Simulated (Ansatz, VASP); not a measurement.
**BP: VASP beside Ansatz**

Contents of INCAR:

```
PREC     = Accurate       # precision mode
ENCUT    = 520            # plane-wave cutoff, eV
EDIFF    = 1E-6           # SCF threshold, eV
ISMEAR   = -1             # smearing method
SIGMA    = 0.05           # smearing width, eV
LREAL    = F              # projectors in reciprocal space
LASPH    = T              # aspherical terms in the spheres
NELM     = 80             # most SCF steps
ALGO     = Normal         # electronic algorithm
ISIF     = 2              # what is computed and relaxed
LWAVE    = F              # write WAVECAR
LCHARG   = F              # write CHGCAR
NBANDS   = 11             # bands
```

KPOINTS

```
regular mesh
0
Gamma
  15 15 15
```

POSCAR

```
BP
1.0
    0.0000000000      2.2537713532      2.2537713532
    2.2537713532      0.0000000000      2.2537713532
    2.2537713532      2.2537713532      0.0000000000
B P
1 1
Direct
    0.0000000000      0.0000000000      0.0000000000
    0.7500000000      0.7500000000      0.7500000000
```

Input for Ansatz:

```yaml
crystal:
  lattice:
    - [0.0, 2.2537713532, 2.2537713532]
    - [2.2537713532, 0.0, 2.2537713532]
    - [2.2537713532, 2.2537713532, 0.0]
  atoms:
    - { symbol: B, position: [0.0, 0.0, 0.0] }
    - { symbol: P, position: [0.75, 0.75, 0.75] }
kpoints:
  mp_grid: { grid: [15, 15, 15] }
scf:
  occupations: { method: fermi_dirac, width: 0.05 }
hamiltonian:
  xc: lda
  pseudopotentials: { kind: all_electron, lapw: { basis_error: 0.001 } }
output:
  forces: true
  stress: true
  eigenvalues: true
```

Change from the starting cell: volume scaled by 0.98.

Alike in both runs: task single point; functional LDA; k mesh 15 × 15 × 15; occupations fermi-dirac, width 0.05 eV; no spin polarisation.

|  | VASP | Ansatz |
| --- | --- | --- |
| version | VASP 6.6.1 | Ansatz 0.2.0 |
| potentials or method | VASP PAW LDA potentials, release 64 (B, P) | all-electron LAPW, scalar-relativistic |
| plane-wave cutoff (eV) | 520 | see its input |

```tsv
	VASP	Ansatz	Ansatz less VASP
pressure (GPa)	-2.1	-2.0	+0.09
```

Ansatz ran all-electron here, so the differences hold the error of VASP's frozen core and of both bases.

Caveats: an odd mesh through Γ misses points on the zone boundary, where band edges often lie.
